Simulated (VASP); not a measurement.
# MgO (Periclase) (Fm-3m) in VASP: a series of runs, part 2 of 2

VASP 6.6.1. Earlier steps stand in the parts before.

**4. Relaxation of the atoms, r2SCAN (a relaxed cell with its volume scaled by 0.98)**

The input, INCAR:

```
ALGO     = Normal         # electronic algorithm
EDIFF    = 1E-7           # SCF threshold, eV
EDIFFG   = -0.01          # ionic threshold
ENCUT    = 600            # plane-wave cutoff, eV
IBRION   = 2              # ionic algorithm
ISIF     = 2              # what is computed and relaxed
ISMEAR   = 0              # smearing method
LASPH    = T              # aspherical terms in the spheres
LCHARG   = F              # write CHGCAR
LMIXTAU  = T            
LREAL    = F              # projectors in reciprocal space
LWAVE    = F              # write WAVECAR
METAGGA  = R2SCAN         # meta-GGA
NELM     = 80             # most SCF steps
NSW      = 40             # ionic steps
PREC     = Accurate       # precision mode
SIGMA    = 0.03           # smearing width, eV
```

The input, KPOINTS:

```
k-points
0
Gamma
  12 12 12
```

The input, POSCAR:

```
MgO                                     
1.0
    0.0000000000      2.0823453701      2.0823453701
    2.0823453701      0.0000000000      2.0823453701
    2.0823453701      2.0823453701      0.0000000000
  Mg              O             
     1     1
Direct
     0.0000000000000000    0.0000000000000000    0.0000000000000000
     0.5000000000000000    0.5000000000000000    0.5000000000000000
```

Command:

```console
cat potpaw_PBE.64/Mg/POTCAR potpaw_PBE.64/O/POTCAR > POTCAR
mpirun -np 1 vasp_std > vasp.out
```

It took 3.5 min on 1 thread of AMD EPYC 7R43 (Zen 3), shared host; peak memory 0.11 GiB.

The run converged. Its results:

| Item | Value |
| --- | --- |
| Free energy | -16.1602 eV |
| Pressure after relaxing | 3.6 GPa |
| Band gap on the k mesh | 5.96 eV, direct |

Final structure:
```
Mg O
1.0
     0.00000    2.08235    2.08235
     2.08235    0.00000    2.08235
     2.08235    2.08235    0.00000
Mg O
1 1
Direct
  0.00000 0.00000 0.00000
  0.50000 0.50000 0.50000
```

Levels at points of the mesh, in eV from the valence-band top:
```
           k point  band 1  band 2  band 3  band 4  band 5  band 6  band 7  band 8
(0.00, 0.00, 0.00)  -18.38    0.00    0.00    0.00    5.96   17.04   17.04   17.04
(0.50, 0.00, 0.00)  -17.04   -4.76   -0.71   -0.71    9.03   14.21   17.79   17.79
(0.50, 0.50, 0.00)  -16.78   -4.24   -1.42   -1.42   10.08   11.45   14.68   20.92
```

Caveat: the relaxation stopped at its first step, so nothing moved; the PAW data sets were made with another functional, which shifts forces and pressure a little.

**5. Relaxation of the atoms, r2SCAN**

INCAR is that of step 4.

KPOINTS is that of step 4.

The input, POSCAR:

```
MgO                                     
1.0
    0.0000000000      2.0964156981      2.0964156981
    2.0964156981      0.0000000000      2.0964156981
    2.0964156981      2.0964156981      0.0000000000
  Mg              O             
     1     1
Direct
     0.0000000000000000    0.0000000000000000    0.0000000000000000
     0.5000000000000000    0.5000000000000000    0.5000000000000000
```

Potentials or basis: VASP PAW PBE potentials, release 64 (Mg, O).

Command:

```console
cat potpaw_PBE.64/Mg/POTCAR potpaw_PBE.64/O/POTCAR > POTCAR
mpirun -np 1 vasp_std > vasp.out
```

OUTCAR:

```text
EDIFF = 1E-7
   EDIFFG = -0.01
   ENCUT = 600
   IBRION = 2
   ISIF = 2
   ISMEAR = 0
   LASPH = T
   LREAL = F
   METAGGA = R2SCAN
   NELM = 80
   NSW = 40
   PREC = Accurate

 ion  position               nearest neighbor table
   1  0.000  0.000  0.000-   2 2.10   2 2.10   2 2.10   2 2.10   2 2.10   2 2.10
   2  0.500  0.500  0.500-   1 2.10   1 2.10   1 2.10   1 2.10   1 2.10   1 2.10

  LATTYP: Found a face centered cubic cell.
 ALAT       =     4.1928313962

  Lattice vectors:

 A1 = (   0.0000000000,   2.0964156981,   2.0964156981)
 A2 = (   2.0964156981,   0.0000000000,   2.0964156981)
 A3 = (   2.0964156981,   2.0964156981,   0.0000000000)

Analysis of symmetry for initial positions (statically):
=====================================================================
 Subroutine PRICEL returns:
 Original cell was already a primitive cell.

 Routine SETGRP: Setting up the symmetry group for a
 face centered cubic supercell.

 Subroutine GETGRP returns: Found 48 space group operations
 (whereof 48 operations were pure point group operations)
 out of a pool of 48 trial point group operations.

The static configuration has the point symmetry O_h .

Analysis of symmetry for dynamics (positions and initial velocities):
=====================================================================
 Subroutine PRICEL returns:
 Original cell was already a primitive cell.

 Routine SETGRP: Setting up the symmetry group for a
 face centered cubic supercell.

 Subroutine GETGRP returns: Found 48 space group operations
 (whereof 48 operations were pure point group operations)
 out of a pool of 48 trial point group operations.

The dynamic configuration has the point symmetry O_h .

 Subroutine INISYM returns: Found 48 space group operations
 (whereof 48 operations are pure point group operations),
 and found     1 'primitive' translations

----------------------------------------------------------------------------------------

                                     Primitive cell

  volume of cell :      18.4273

  direct lattice vectors                    reciprocal lattice vectors
     0.000000000  2.096415698  2.096415698    -0.238502316  0.238502316  0.238502316
     2.096415698  0.000000000  2.096415698     0.238502316 -0.238502316  0.238502316
     2.096415698  2.096415698  0.000000000     0.238502316  0.238502316 -0.238502316

  length of vectors
     2.964779513  2.964779513  2.964779513     0.413098130  0.413098130  0.413098130

  position of ions in fractional coordinates (direct lattice)
     0.000000000  0.000000000  0.000000000
     0.500000000  0.500000000  0.500000000

  ion indices of the primitive-cell ions
   primitive index   ion index
                 1           1
                 2           2

----------------------------------------------------------------------------------------

 KPOINTS: k-points

Automatic generation of k-mesh.
 Grid dimensions read from file:
 generate k-points for:   12   12   12

 Generating k-lattice:

  Cartesian coordinates                     Fractional coordinates (reciprocal lattice)
    -0.019875193  0.019875193  0.019875193     0.083333333  0.000000000  0.000000000
     0.019875193 -0.019875193  0.019875193     0.000000000  0.083333333  0.000000000
     0.019875193  0.019875193 -0.019875193     0.000000000  0.000000000  0.083333333

  Length of vectors
     0.034424844  0.034424844  0.034424844

  Shift w.r.t. Gamma in fractional coordinates (k-lattice)
     0.000000000  0.000000000  0.000000000

 Subroutine IBZKPT returns following result:
 ===========================================

 Found     72 irreducible k-points:

 Following reciprocal coordinates:
            Coordinates               Weight
  0.000000  0.000000  0.000000      1.000000
  0.083333  0.000000  0.000000      8.000000
  0.166667  0.000000  0.000000      8.000000
  0.250000  0.000000  0.000000      8.000000
  0.333333  0.000000  0.000000      8.000000
  0.416667  0.000000  0.000000      8.000000
[... 16 lines left out ...]
  0.500000  0.166667  0.000000     24.000000
 -0.416667  0.166667  0.000000     24.000000
 [... further k-points ...]
   k-points           NKPTS =     72   k-points in BZ     NKDIM =     72   number of bands    NBANDS=      8
   number of dos      NEDOS =    301   number of ions     NIONS =      2
   total plane-waves  NPLWV =  13824
   dimension x,y,z NGX =    24 NGY =   24 NGZ =   24
   dimension x,y,z NGXF=    48 NGYF=   48 NGZF=   48
   ions per type =               1   1
   NGX,Y,Z   is equivalent  to a cutoff of  13.46, 13.46, 13.46 a.u.
   NGXF,Y,Z  is equivalent  to a cutoff of  26.92, 26.92, 26.92 a.u.
 SYSTEM =  unknown system
   PREC   = accura    normal or accurate (medium, high low for compatibility)
   ISTART =      0    job   : 0-new  1-cont  2-samecut
   ICHARG =      2    charge: 1-file 2-atom 10-const
   ISPIN  =      1    spin polarized calculation?
   LNONCOLLINEAR =      F non collinear calculations
   LSORBIT =      F    spin-orbit coupling
   LASPH  =      T    aspherical Exc in radial PAW
   ENCUT  =  600.0 eV  44.10 Ry    6.64 a.u.   5.92  5.92  5.92*2*pi/ulx,y,z
   NELM   =     80;   NELMIN=  2; NELMDL= -5     # of ELM steps
   EDIFF  = 0.1E-06   stopping-criterion for ELM
   LREAL  =      F    real-space projection
   EDIFFG = -.1E-01   stopping-criterion for IOM
   NSW    =     40    number of steps for IOM
   IBRION =      2    ionic relax: 0-MD 1-quasi-New 2-CG
   NFREE  =      1    steps in history (QN), initial steepest desc. (CG)
   ISIF   =      2    stress and relaxation
   ISYM   =      2    0-nonsym 1-usesym 2-fastsym
   POTIM  = 0.5000    time-step for ionic-motion
   TEBEG  =    0.0;   TEEND  =   0.0 temperature during run
   PSTRESS=    0.0 pullay stress
   NELECT =       8.0000    total number of electrons
   NUPDOWN=      -1.0000    fix difference up-down
   EMIN   =  10.00;   EMAX   =-10.00  energy-range for DOS
   EFERMI =   0.00;   METHOD = LEGACY
   ISMEAR =     0;   SIGMA  =   0.03  broadening in eV -4-tet -1-fermi 0-gaus
   EFERMI_NEDOS =   21; number of points for ismear=-14 and -15
   IALGO  =     38    algorithm
   IMIX   =      4    mixing-type and parameters
     AMIX     =   0.40;   BMIX     =  1.00
     AMIX_MAG =   1.60;   BMIX_MAG =  1.00
  volume/ion in A,a.u.               =       9.21        62.18
  Fermi-wavevector in a.u.,A,eV,Ry     =   1.239607  2.342518 20.907066  1.536626
  Thomas-Fermi vector in A             =   2.374083
   LORBIT       =      0    0 simple, 1 ext, 2 COOP (PROOUT), +10 PAW based schemes
   METAGGA = R2SCAN    functional components
   LHFCALC =     F    Hartree Fock is set to
   AEXX    =    0.0000 exact exchange contribution
   IVDW    =     0    specifies the selected vdW correction
   LEPSILON=     F    determine dielectric tensor
   LRPA    =     F    only Hartree local field effects (RPA)
 conjugate gradient relaxation of ions
 non-spin polarized calculation
 Gauss-broadening in eV      SIGMA  =   0.03
  energy-cutoff  :      600.00
  volume of cell :       18.43
 maximum number of plane-waves:       636
   NGX = 11   NGY = 11   NGZ = 11

 number of electron       8.0000004 magnetization

 Free energy of the ion-electron system (eV)
  ---------------------------------------------------
  ext. energy  EPLUGINS =         0.00000000
  ---------------------------------------------------
  free energy    TOTEN  =       -16.16519342 eV

  energy without entropy =      -16.16519342  energy(sigma->0) =      -16.16519342

 E-fermi :   3.0554     XC(G=0): -11.6641

 val. band max:        2.8752546639   @ k =   0.0000   0.0000   0.0000
 cond. band min:       8.6223069005   @ k =   0.0000   0.0000   0.0000
 fundamental gap:      5.7470522367
 Fermi energy:         3.0554143632

 k-point     1 :       0.0000    0.0000    0.0000
  band No.  band energies     occupation
      1     -15.3949      2.00000
      2       2.8753      2.00000
      3       2.8753      2.00000
      4       2.8753      2.00000
      5       8.6223      0.00000
      6      19.7934      0.00000
      7      19.7934      0.00000
      8      19.7934      0.00000
[... 243 lines left out ...]
 k-point    24 :      -0.4167    0.1667    0.0000
  band No.  band energies     occupation
      1     -14.0282      2.00000
      2      -1.3889      2.00000
      3       1.2638      2.00000
      4       2.0562      2.00000
      5      12.9608      0.00000
      6      16.5373      0.00000
      7      18.3720      0.00000
      8      21.1533      0.00000

 [... further k-points ...]

------------------------ aborting loop because EDIFF is reached ----------------------------------------

  FORCE on cell =-STRESS in cart. coord.  units (eV):
  Direction    XX          YY          ZZ          XY          YZ          ZX
  --------------------------------------------------------------------------------------
  -------------------------------------------------------------------------------------
  Total        0.0029334      0.0029334      0.0029334     -0.0000000     -0.0000000      0.0000000
  in kB        0.2550457      0.2550457      0.2550457     -0.0000000     -0.0000000      0.0000000
  external PRESSURE =       0.2550457 kB  Pullay stress =       0.0000000 kB

 VOLUME and BASIS-vectors are now :
 -----------------------------------------------------------------------------
  energy-cutoff  :      600.00
  volume of cell :       18.43
      direct lattice vectors                 reciprocal lattice vectors
     0.000000000  2.096415698  2.096415698    -0.238502316  0.238502316  0.238502316
     2.096415698  0.000000000  2.096415698     0.238502316 -0.238502316  0.238502316
     2.096415698  2.096415698  0.000000000     0.238502316  0.238502316 -0.238502316

 POSITION                                       TOTAL-FORCE (eV/Angst)
 -----------------------------------------------------------------------------------
      0.00000      0.00000      0.00000         0.000000      0.000000     -0.000000
      2.09642      2.09642      2.09642        -0.000000     -0.000000      0.000000
 -----------------------------------------------------------------------------------
    total drift:                               -0.000000     -0.000000      0.000000

  FREE ENERGIE OF THE ION-ELECTRON SYSTEM (eV)
  ---------------------------------------------------
  free  energy   TOTEN  =       -16.1651934191 eV

  energy  without entropy=      -16.1651934191  energy(sigma->0) =      -16.16519342

 reached required accuracy - stopping structural energy minimisation
```

Run time: 3.3 min. Hardware: 1 thread of AMD EPYC 7R43 (Zen 3), shared host; peak memory 0.11 GiB.

What came out:

| Property | Result |
| --- | --- |
| Free energy | -16.1652 eV |
| Pressure after relaxing | 0.0 GPa |
| Band gap on the k mesh | 5.75 eV, direct |

Final structure:
```
Mg O
1.0
     0.00000    2.09642    2.09642
     2.09642    0.00000    2.09642
     2.09642    2.09642    0.00000
Mg O
1 1
Direct
  0.00000 0.00000 0.00000
  0.50000 0.50000 0.50000
```

Caveat: the relaxation stopped at its first step, so nothing moved; the PAW data sets were made with another functional, which shifts forces and pressure a little.

**6. Summary**

```csv
cell,gap on the mesh (eV),pressure (GPa)
atoms relaxed from: a relaxed cell with its volume scaled by 0.94,6.41,12.1
atoms relaxed from: a relaxed cell with its volume scaled by 0.96,6.18,7.6
atoms relaxed from: a relaxed cell with its volume scaled by 0.98,5.96,3.6
atoms relaxed,5.75,0.0
```

Alike in all rows: task relaxation of the atoms; level r2SCAN; potentials or basis VASP PAW PBE potentials, release 64 (Mg, O); no spin polarisation; k mesh 12 × 12 × 12; cutoff (eV) 600; smearing gaussian 0.03 eV.

Caveats: the relaxation stopped at its first step, so nothing moved; the PAW data sets were made with another functional, which shifts forces and pressure a little.

Total energies depend on the potentials used, so only differences within one code and one set of settings carry meaning.

**7. How close it comes**

Step 5. Measured gap of MgO: 7.83 eV (quoted in “Electronic structure of alkaline earth and post-transition metal oxides”, 2009, arxiv:0908.1581). This calculation gives 5.75 eV (-2.08 eV). The value is that of r2SCAN on a finite k mesh, which can miss the band edges, without temperature or zero-point motion.
